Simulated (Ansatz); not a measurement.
**WSe2: how the settings move a single-point run**

Question: which choices in the input matter for WSe2? The cell is built on a prototype (CdCl2 type) and needn't be the phase found in nature.

Computed with Ansatz 0.2.0 (reference: DFT, HSE06, plane waves, PAW, unless a step's input says otherwise).

2 further runs of the same task are left out: 1 for a known fault of the program, 1 that didn't finish.

### 1 The starting structure

The structure is trigonal, space group R-3m (No. 166). The conventional cell has a = 3.287 Å, b = 3.287 Å, c = 19.492 Å, α = 90.00°, β = 90.00°, γ = 120.00°. W (site symmetry -3m) is surrounded by 6 Se at 2.55 Å. Around Se (site symmetry 3m) lie 3 W at 2.55 Å.

As a file:

```cif
data_structure
_symmetry_space_group_name_H-M 'P 1'
_symmetry_Int_Tables_number 1
_cell_length_a 6.7687
_cell_length_b 6.7687
_cell_length_c 6.7687
_cell_angle_alpha 28.101
_cell_angle_beta 28.101
_cell_angle_gamma 28.101
_cell_volume 60.78
loop_
_atom_site_label
_atom_site_type_symbol
_atom_site_fract_x
_atom_site_fract_y
_atom_site_fract_z
_atom_site_occupancy
W1 W 0.00000 0.00000 0.00000 1
Se1 Se 0.24626 0.24626 0.24626 1
Se2 Se 0.75374 0.75374 0.75374 1
```

### 2 The reference run

input.yaml

```yaml
crystal:
  lattice:
    - [1.6433003578, 0.948759904, 6.4972669668]
    - [-1.6433003578, 0.948759904, 6.4972669668]
    - [0.0, -1.8975198079, 6.4972669668]
  atoms:
    - { symbol: W, position: [0.0, 0.0, 0.0] }
    - { symbol: Se, position: [0.2462563275, 0.2462563275, 0.2462563275] }
    - { symbol: Se, position: [0.7537436725, 0.7537436725, 0.7537436725] }
kpoints:
  mp_grid: { grid: [4, 4, 4] }
hamiltonian:
  xc: hse06
scf:
  occupations: { method: fermi_dirac, width: 0.02 }
  n_extra_bands: 4
output:
  forces: true
  stress: true
  eigenvalues: true
```

Command:

```bash
$ ansatz run input.yaml --threads 4 --pin off --max-ram 3686MiB --backend cpu --events-out ev --progress --plain --runs-dir out
```

### 3 Changing settings: mp_grid.grid [6, 6, 6], xc pbe, accuracy low

input.yaml, as its differences from that of step 2:

```diff
@@ -10,5 +10,5 @@
 kpoints:
-  mp_grid: { grid: [4, 4, 4] }
+  mp_grid: { grid: [6, 6, 6] }
 hamiltonian:
-  xc: hse06
+  xc: pbe
 scf:
@@ -20 +20,2 @@
   eigenvalues: true
+accuracy: low
```

### 4 Changed: exchange pbe, correlation pbe, coeff 0.2, omega 0.3

input.yaml, as its differences from that of step 2:

```diff
@@ -12,3 +12,3 @@
 hamiltonian:
-  xc: hse06
+  xc: { exchange: pbe, correlation: pbe, exx: { coeff: 0.2, omega: 0.3 } }
 scf:
```

### 5 Variant: exchange pbe, correlation pbe, coeff 0.35, omega 0.3

input.yaml, as its differences from that of step 2:

```diff
@@ -12,3 +12,3 @@
 hamiltonian:
-  xc: hse06
+  xc: { exchange: pbe, correlation: pbe, exx: { coeff: 0.35, omega: 0.3 } }
 scf:
```

### 6 Changed: exchange pbe, correlation pbe, coeff 0.75, omega 0.3

input.yaml, as its differences from that of step 2:

```diff
@@ -12,3 +12,3 @@
 hamiltonian:
-  xc: hse06
+  xc: { exchange: pbe, correlation: pbe, exx: { coeff: 0.75, omega: 0.3 } }
 scf:
```

### 7 Changed: ecutrho_ratio 12

input.yaml, as its differences from that of step 2:

```diff
@@ -16,2 +16,3 @@
   n_extra_bands: 4
+  max_iter: 52
 output:
@@ -20 +21,3 @@
   eigenvalues: true
+basis:
+  ecutrho_ratio: 12
```

**Question.** What will these runs give? Wanted: for each run, ending; energy change; pressure; gap; force.

**Answer**, as computed:

```tsv
run	ending	energy change	pressure (GPa)	gap (eV)	force (eV/Å)	cycles	time
reference	converged	0	-1.1	0.08	0.01	27	28 s
1: mp_grid.grid [6, 6, 6], xc pbe, accuracy low	converged	not comparable	3.2	0.00	0.30	6	1.6 s
2: exchange pbe, correlation pbe, coeff 0.2, omega 0.3	converged	not comparable	0.2	0.06	0.09	24	24 s
3: exchange pbe, correlation pbe, coeff 0.35, omega 0.3	converged	not comparable	-1.9	0.02	0.19	32	27 s
4: exchange pbe, correlation pbe, coeff 0.75, omega 0.3	converged	not comparable	-6.1	0.00	1.09	86	83 s
5: ecutrho_ratio 12	converged	0.0 meV/atom	-1.1	0.08	0.01	25	34 s
```

Residual by cycle in the longest SCF loop of each run; runs are numbered as in the table. The quantity is the density residual dr2, in eV.

```tsv
cycle	reference	run 1	run 2	run 3	run 4	run 5
1	0.0212	0.00778	0.0143	0.0442	9.4e-5	0.0212
2	0.091	0.0013	0.0442	0.246	5.2e-5	0.0911
4	2.3e-4	9.7e-6	0.00177	7.6e-5	4.5e-4	2.3e-4
5	1.3e-5	3.3e-7	5.0e-5	4.0e-6	2.3e-4	1.3e-5
7	1.9e-8	-	5.4e-8	6.8e-8	5.5e-4	1.9e-8
8	4.8e-9	-	5.7e-9	2.6e-8	0.00163	4.8e-9
10	-	-	-	1.1e-10	0.00183	-
11	-	-	-	-	0.00111	-
13	-	-	-	-	5.3e-4	-
14	-	-	-	-	2.6e-4	-
16	-	-	-	-	9.4e-5	-
17	-	-	-	-	4.3e-5	-
```

What this shows: «ecutrho_ratio 12» leaves the energy as it was. Of the variants the dearest is «exchange pbe, correlation pbe, coeff 0.75, omega 0.3» (83 s), the cheapest «mp_grid.grid [6, 6, 6], xc pbe, accuracy low» (1.6 s), on a shared host. The reference leaves spin out although W can carry a moment, so its state need not be the lowest. The gap of the reference lacks spin-orbit coupling, though the cell holds W.
